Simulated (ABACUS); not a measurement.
# SrO (Fm-3m) in ABACUS: convergence with smearing sigma

Aim: find how far smearing sigma must go before the results for SrO settle, at PBE. This setting moves, with any that are tied to it; all else stays.

All numbers are computed with ABACUS 3.10.1; they aren't measurements. Logs are shortened: lines on timing, memory, paths and dates and some standing lists are left out, and cuts for length are marked.

## 1. Starting point

The structure is cubic, space group Fm-3m (No. 225). Conventional cell: a = 5.133 Å, b = 5.133 Å, c = 5.133 Å, α = 90.00°, β = 90.00°, γ = 90.00°. Sr (site symmetry m-3m) is surrounded by 6 O at 2.57 Å. O (site symmetry m-3m) is surrounded by 6 Sr at 2.57 Å.

## 2. With smearing sigma 0.02 Ry

INPUT reads:

```
INPUT_PARAMETERS
suffix              SrO
calculation         scf
basis_type          lcao
pseudo_dir          ./
orbital_dir         ./
symmetry            1
dft_functional      pbe
ecutwfc             100
pseudo_rcut         10
nspin               1
nbands              12
ks_solver           genelpa
smearing_method     fd
smearing_sigma      0.02
scf_thr             1e-07
scf_nmax            100
mixing_type         broyden
mixing_beta         0.7
cal_force           1
cal_stress          1
out_mul             1
```

STRU reads:

```
ATOMIC_SPECIES
Sr 87.6200 Sr.upf
O 15.9990 O.upf

NUMERICAL_ORBITAL
Sr_confined-atom_9au_3s2p2d.orb
O_confined-atom_6au_2s2p1d.orb

LATTICE_CONSTANT
1.8897261246

LATTICE_VECTORS
0.0000000000 2.5663000000 2.5663000000
2.5663000000 0.0000000000 2.5663000000
2.5663000000 2.5663000000 0.0000000000

ATOMIC_POSITIONS
Direct

Sr
0.0
1
0.5000000000 0.5000000000 0.5000000000 1 1 1

O
0.0
1
0.0000000000 0.0000000000 0.0000000000 1 1 1
```

KPT reads:

```
K_POINTS
0
Gamma
8 8 8 0 0 0
```

Potentials or basis: PseudoDojo NC SR 0.4.1 PBE standard, DZP LCAO (the cutoffs set its grid).

Run with:

```bash
> OMP_NUM_THREADS=1 mpirun -np 4 abacus > log
```

running log:

```text
ABACUS v3.10.1

               Atomic-orbital Based Ab-initio Computation at UStc

 ------------------------------------------------------------------------------------

 READING GENERAL INFORMATION
                           global_out_dir = OUT.SrO/
                           global_in_card = INPUT
                               pseudo_dir = ./
                              orbital_dir = ./
                                    DSIZE = 4
                                    GSIZE = 1

 READING UNITCELL INFORMATION
                                    ntype = 2
                  lattice constant (Bohr) = 1.88973
              lattice constant (Angstrom) = 1

 READING ATOM TYPE 1
                               atom label = Sr
                      L=0, number of zeta = 3
                      L=1, number of zeta = 2
                      L=2, number of zeta = 2
             number of atom for this type = 1

 READING ATOM TYPE 2
                               atom label = O
                      L=0, number of zeta = 2
                      L=1, number of zeta = 2
                      L=2, number of zeta = 1
             number of atom for this type = 1

                        TOTAL ATOM NUMBER = 2
DIRECT COORDINATES
    atom                   x                   y                   z     mag                  vx                  vy                  vz
taud_Sr1            0.5000000000        0.5000000000        0.5000000000  0.0000        0.0000000000        0.0000000000        0.0000000000
taud_O1            0.0000000000        0.0000000000        0.0000000000  0.0000        0.0000000000        0.0000000000        0.0000000000

                          Volume (Bohr^3) = 228.112
                             Volume (A^3) = 33.8027

 Lattice vectors: (Cartesian coordinate: in unit of a_0)
                   +0             +2.5663             +2.5663
              +2.5663                  +0             +2.5663
              +2.5663             +2.5663                  +0
 Reciprocal vectors: (Cartesian coordinate: in unit of 2 pi/a_0)
            -0.194833           +0.194833           +0.194833
            +0.194833           -0.194833           +0.194833
            +0.194833           +0.194833           -0.194833
 The esolver type has been set to : ksdft_lcao

                PAO radial cut off (Bohr) = 10

 Read in pseudopotential file is Sr.upf
                     pseudopotential type = NC
          exchange-correlation functional = PBE
                 nonlocal core correction = 1
                        valence electrons = 10
                                     lmax = 2
                           number of zeta = 3
                     number of projectors = 6
                           L of projector = 0
[... 5 lines left out ...]
                PAO radial cut off (Bohr) = 10

 Read in pseudopotential file is O.upf
[... 182 lines left out ...]
                        Radius(unit:lat0) = 11.3
                                   glayer = [ 5, 5, 5 ]
                             glayer_minus = [ 4, 4, 4 ]

Find the coordinate range of the input atom(unit:lat0).
                                  min_tau = [ -20.5, -20.5, -20.5 ]
                                  max_tau = [ 23.1, 23.1, 23.1 ]
                                BoxNumber = [ 9, 9, 9 ]

 SETUP EXTENDED REAL SPACE GRID FOR GRID INTEGRATION
                          real space grid = [ 45, 45, 45 ]
                 big cell numbers in grid = [ 15, 15, 15 ]
             meshcell numbers in big cell = [ 3, 3, 3 ]
                        extended fft grid = [ 25, 25, 25 ]
                dimension of extened grid = [ 66, 66, 66 ]
                            UnitCellTotal = 125
              Atom number in sub-FFT-grid = 2
    Local orbitals number in sub-FFT-grid = 32
                                ParaV.nnr = 19440
                                 init_chg = atomic

 LCAO ALGORITHM --------------- ION=   1  ELEC=   1--------------------------------

 Density error is 0.136789210759
----------------------------------------------------------
     Energy           Rydberg                 eV
----------------------------------------------------------
 E_KohnSham     -101.4955291772      -1380.9175183351
 E_Harris       -98.6007191675       -1341.5316075761
 E_Fermi        0.6322770618         8.6025707547
----------------------------------------------------------
[... 91 lines left out ...]
 Density error is 6.74345513e-08
----------------------------------------------------------
     Energy           Rydberg                 eV
----------------------------------------------------------
 E_KohnSham     -101.7689325685      -1384.6373623092
 E_KS(sigma->0) -101.7688503010      -1384.6362430022
 E_Harris       -101.7689344616      -1384.6373880664
 E_band         -4.0306492302        -54.8397961706
 E_one_elec     -15.3163870783       -208.3901370385
 E_Hartree      16.6197269695        226.1229859889
 E_xc           -25.3019266504       -344.2503728235
 E_Ewald        -77.7701812742       -1058.1175998221
 E_entropy(-TS) -0.0001645350        -0.0022386140
 E_descf        0.0000000000         0.0000000000
 E_exx          0.0000000000         0.0000000000
 E_Fermi        0.7484653148         10.1833930366
----------------------------------------------------------

 charge density convergence is achieved
 final etot is -1384.6373623 eV
 EFERMI = 10.183393037 eV

 STATE ENERGY(eV) AND OCCUPATIONS    NSPIN == 1
 1/29 kpoint (Cartesian) = 0.0000 0.0000 0.0000 (959 pws)
       1       -24.2239     0.00390625
       2       -6.88338     0.00390625
       3       -5.84941     0.00390625
       4       -5.84941     0.00390625
       5       -5.84941     0.00390625
       6        8.22574     0.00390332
       7        8.22574     0.00390332
       8        8.22574     0.00390332
       9        12.1382    2.96228e-06
      10        14.3604    8.41738e-10
      11        14.3604    8.41738e-10
      12        14.3604    8.41738e-10
[... 57 lines left out ...]
 6/29 kpoint (Cartesian) = 0.0000 0.0000 0.048708 (956 pws)
       1       -24.1969      0.0234375
       2       -7.30105      0.0234375
       3       -5.90517      0.0234375
       4       -5.90517      0.0234375
       5       -5.44302      0.0234375
       6        7.43329      0.0234365
       7        8.14868      0.0234242
       8        8.14868      0.0234242
       9        12.9091    1.04632e-06
      10        13.7187    5.33936e-08
      11        15.0352    4.23022e-10
      12        15.0352    4.23022e-10

[... levels at 23 further k points ...]

 correction force for each atom along direction 1 is 3.70347e-14
 correction force for each atom along direction 2 is 2.80122e-14
 correction force for each atom along direction 3 is 2.10681e-15
------------------------------------------------------------------------------------------
 TOTAL-FORCE (eV/Angstrom)
------------------------------------------------------------------------------------------
                       Sr1         0.0000000000         0.0000000000         0.0000000000
                        O1         0.0000000000         0.0000000000         0.0000000000
------------------------------------------------------------------------------------------

----------------------------------------------------------------
 TOTAL-STRESS (KBAR)
----------------------------------------------------------------
        44.5408002109        -0.0000000000        -0.0000000000
         0.0000000000        44.5408002109         0.0000000000
         0.0000000000         0.0000000000        44.5408002109
----------------------------------------------------------------
 TOTAL-PRESSURE: 44.540800 KBAR

 --------------------------------------------
 !FINAL_ETOT_IS -1384.6373623092054004 eV
 --------------------------------------------
```

Wall time 5.4 s (4 MPI ranks of Intel Xeon 6975P-C (Granite Rapids), shared host); peak memory 0.4 GiB.

What came out:

```
Free energy            : -1384.6374 eV
Pressure               : 4.5 GPa
Band gap on the k mesh : 3.16 eV, indirect (least direct gap 3.27 eV)
Mulliken charges       : Sr +1.06; O -1.06 e
```

## 3. With smearing sigma 0.015 Ry

INPUT: that of step 2 with these lines changed.

```diff
@@ -14,3 +14,3 @@
 smearing_method     fd
-smearing_sigma      0.02
+smearing_sigma      0.015
 scf_thr             1e-07
```

STRU is that of step 2.

KPT is that of step 2.

Potentials or basis: PseudoDojo NC SR 0.4.1 PBE standard, DZP LCAO (the cutoffs set its grid).

Run with:

```bash
> OMP_NUM_THREADS=1 mpirun -np 4 abacus > log
```

Run time: 5.5 s. Hardware: 4 MPI ranks of Intel Xeon 6975P-C (Granite Rapids), shared host; peak memory 0.4 GiB.

Results:

```yaml
Free_energy: -1384.6371 eV
Pressure: 4.5 GPa
Band_gap_on_the_k_mesh: 3.16 eV, indirect (least direct gap 3.27 eV)
Mulliken_charges: Sr +1.06; O -1.06 e
```

## 4. With smearing sigma 0.01 Ry

INPUT: that of step 3 with these lines changed.

```diff
@@ -14,3 +14,3 @@
 smearing_method     fd
-smearing_sigma      0.015
+smearing_sigma      0.01
 scf_thr             1e-07
```

STRU is that of step 3.

KPT is that of step 3.

Run with:

```bash
> OMP_NUM_THREADS=1 mpirun -np 4 abacus > log
```

Run time: 5.1 s. Hardware: 4 MPI ranks of Intel Xeon 6975P-C (Granite Rapids), shared host; peak memory 0.4 GiB.

What came out:

```yaml
Free_energy: -1384.6371 eV
Pressure: 4.5 GPa
Band_gap_on_the_k_mesh: 3.16 eV, indirect (least direct gap 3.26 eV)
Mulliken_charges: Sr +1.06; O -1.06 e
```

## 5. With smearing sigma 0.007 Ry

INPUT: that of step 4 with these lines changed.

```diff
@@ -14,3 +14,3 @@
 smearing_method     fd
-smearing_sigma      0.01
+smearing_sigma      0.007
 scf_thr             1e-07
```

STRU is that of step 4.

KPT is that of step 4.

Run with:

```bash
> OMP_NUM_THREADS=1 mpirun -np 4 abacus > log
```

Run time: 5.1 s. Hardware: 4 MPI ranks of Intel Xeon 6975P-C (Granite Rapids), shared host; peak memory 0.4 GiB.

What came out:

| Quantity | Value |
| --- | --- |
| Free energy | -1384.6371 eV |
| Pressure | 4.5 GPa |
| Band gap on the k mesh | 3.16 eV, indirect (least direct gap 3.26 eV) |
| Mulliken charges | Sr +1.06; O -1.06 e |

## 6. With smearing sigma 0.005 Ry

INPUT: that of step 5 with these lines changed.

```diff
@@ -14,3 +14,3 @@
 smearing_method     fd
-smearing_sigma      0.007
+smearing_sigma      0.005
 scf_thr             1e-07
```

STRU is that of step 5.

KPT is that of step 5.

Potentials or basis: PseudoDojo NC SR 0.4.1 PBE standard, DZP LCAO (the cutoffs set its grid).

Run with:

```bash
> OMP_NUM_THREADS=1 mpirun -np 4 abacus > log
```

Wall time 5 s (4 MPI ranks of Intel Xeon 6975P-C (Granite Rapids), shared host); peak memory 0.4 GiB.

The run converged. Its results:

| Item | Value |
| --- | --- |
| Free energy | -1384.6371 eV |
| Pressure | 4.5 GPa |
| Band gap on the k mesh | 3.16 eV, indirect (least direct gap 3.26 eV) |
| Mulliken charges | Sr +1.06; O -1.06 e |

## 7. With smearing sigma 0.003 Ry

INPUT: that of step 6 with these lines changed.

```diff
@@ -14,3 +14,3 @@
 smearing_method     fd
-smearing_sigma      0.005
+smearing_sigma      0.003
 scf_thr             1e-07
```

STRU is that of step 6.

KPT is that of step 6.

Run with:

```bash
> OMP_NUM_THREADS=1 mpirun -np 4 abacus > log
```

It took 5.5 s on 4 MPI ranks of Intel Xeon 6975P-C (Granite Rapids), shared host; peak memory 0.4 GiB.

The run converged. Its results:

```yaml
Free_energy: -1384.6371 eV
Pressure: 4.5 GPa
Band_gap_on_the_k_mesh: 3.16 eV, indirect (least direct gap 3.26 eV)
Mulliken_charges: Sr +1.06; O -1.06 e
```

## 8. With smearing sigma 0.002 Ry

INPUT: that of step 7 with these lines changed.

```diff
@@ -14,3 +14,3 @@
 smearing_method     fd
-smearing_sigma      0.003
+smearing_sigma      0.002
 scf_thr             1e-07
```

STRU is that of step 7.

KPT is that of step 7.

Run with:

```bash
> OMP_NUM_THREADS=1 mpirun -np 4 abacus > log
```

It took 5.3 s on 4 MPI ranks of Intel Xeon 6975P-C (Granite Rapids), shared host; peak memory 0.4 GiB.

Results (log left out):

```yaml
Free_energy: -1384.6371 eV
Pressure: 4.5 GPa
Band_gap_on_the_k_mesh: 3.16 eV, indirect (least direct gap 3.26 eV)
Mulliken_charges: Sr +1.06; O -1.06 e
```

## 9. With smearing sigma 0.001 Ry

INPUT: that of step 8 with these lines changed.

```diff
@@ -14,3 +14,3 @@
 smearing_method     fd
-smearing_sigma      0.002
+smearing_sigma      0.001
 scf_thr             1e-07
```

STRU is that of step 8.

KPT is that of step 8.

Potentials or basis: PseudoDojo NC SR 0.4.1 PBE standard, DZP LCAO (the cutoffs set its grid).

Run with:

```bash
> OMP_NUM_THREADS=1 mpirun -np 4 abacus > log
```

Wall time 5 s (4 MPI ranks of Intel Xeon 6975P-C (Granite Rapids), shared host); peak memory 0.4 GiB.

Results (log left out):

| Property | Result |
| --- | --- |
| Free energy | -1384.6371 eV |
| Pressure | 4.5 GPa |
| Band gap on the k mesh | 3.16 eV, indirect (least direct gap 3.26 eV) |
| Mulliken charges | Sr +1.06; O -1.06 e |

## 10. Result

| smearing sigma | energy less the tightest run, at zero smearing (meV/atom) | SCF cycles | CPU time (s) |
| --- | --- | --- | --- |
| 0.02 Ry | 0.43 | 10 | 21 |
| 0.015 Ry | 0.04 | 10 | 22 |
| 0.01 Ry | 0.00 | 10 | 20 |
| 0.007 Ry | 0.00 | 10 | 20 |
| 0.005 Ry | 0.00 | 10 | 19 |
| 0.003 Ry | 0.00 | 10 | 22 |
| 0.002 Ry | 0.00 | 10 | 21 |
| 0.001 Ry | 0.00 | 10 | 19 |

Against the tightest run, the energy stays within 1 meV/atom from 0.02 Ry on. The tightest run that finished is the yardstick and may itself not be fully converged.

Caveats: the atomic orbitals were generated for these runs and aren't a published set; the basis of atomic orbitals isn't converged, which shifts pressures, moduli and gaps.
